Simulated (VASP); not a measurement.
Here is a VASP 6.6.1 calculation.

INCAR

```
SYSTEM = Ta
PREC = Accurate ; ENCUT = 600
EDIFF = 1E-7 ; ISMEAR = 1
SIGMA = 0.1 ; LREAL = .FALSE.
LASPH = .TRUE. ; NELM = 80
ALGO = Normal ; ISIF = 3
LWAVE = .FALSE. ; LCHARG = .FALSE.
GGA = CA ; IBRION = 2
NSW = 90 ; EDIFFG = -0.005
```

Contents of KPOINTS:

```
Automatic mesh
0
G
  16 16 16
  0 0 0
```

The input POSCAR:

```
Ta                                      
1.0
   -1.6282913206      1.6282913206      1.6282913206
    1.6282913206     -1.6282913206      1.6282913206
    1.6282913206      1.6282913206     -1.6282913206
  Ta            
     1
Direct
     1.0000000000000000    1.0000000000000000    1.0000000000000000
```

Potentials or basis: VASP PAW LDA potentials, release 64 (Ta_pv).

Run with:

```console
$ cat potpaw_LDA.64/Ta_pv/POTCAR > POTCAR
$ mpirun -np 1 vasp_std > vasp.out
```

(1) Estimate the band gap on the k mesh.

Answers

(1) none (metal or under the smearing width).

Caveat: the relaxation stopped at its first step, so nothing moved.
